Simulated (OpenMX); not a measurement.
## MnF2 under changes of volume

One of the cells (13.107 Å³/atom); the others are scaled copies at fixed shape and fractional positions:

```
CELL_PARAMETERS angstrom
4.87380 0.00000 0.00000
0.00000 4.87380 0.00000
0.00000 0.00000 3.31070
ATOMIC_POSITIONS crystal
Mn 0.50000 0.50000 0.50000
Mn 0.00000 0.00000 0.00000
F 0.80530 0.19470 0.50000
F 0.69470 0.69470 0.00000
F 0.19470 0.80530 0.50000
F 0.30530 0.30530 0.00000
```

| Property | Result |
| --- | --- |
| Program | OpenMX 3.8.5 |
| Functional | LDA |
| Potentials or basis | OpenMX 2013 LDA set, Mn6.0-s3p2d2, F6.0-s2p2d1, fixed grid of 60 × 60 × 40 points |
| k mesh | 7 × 7 × 9 |
| Occupations | fermi-dirac, width 0.05 eV |
| Spin | collinear spin, ferromagnetic start |
| Starting moments | [4.0, 4.0, 0.0, 0.0, 0.0, 0.0] μB |

```csv
volume (Å³/atom),energy over the lowest point (meV/atom),gap on the mesh (eV),largest force (eV/Å)
12.321,1.33,0.90,0.063
12.583,0.00,0.93,0.030
12.845,2.48,0.96,0.009
13.107,?,?,?
13.369,17.32,1.02,0.044
13.631,28.98,1.06,0.060
13.893,43.09,1.09,0.080
```

Question: What does the run at 13.107 Å³/atom give?

Answer: Energy over the lowest point 8.36 meV/atom; gap on the mesh 0.99 eV; largest force 0.017 eV/Å.

Worked out: A Birch-Murnaghan fit of order 3 (a polynomial in V^(-2/3)) to the other rows has its minimum at 12.54 Å³/atom with B0 = V·E''(V) = 114 GPa and B' = 4.4 at fixed shape and positions, which overstates the stiffness. It gives 8.37 meV/atom at 13.107 Å³/atom, against the run's 8.36. A straight line through the other rows of the gap, of slope 1.59 eV per unit of ln V (its deformation potential), gives 0.99 eV, against the run's 0.99.

Energies are extrapolated to zero smearing.

Caveats: an odd mesh through Γ misses points on the zone boundary, where band edges often lie; the basis of atomic orbitals isn't converged, which shifts pressures, moduli and gaps; only a ferromagnetic start was run, and an antiferromagnetic order may lie lower in energy.
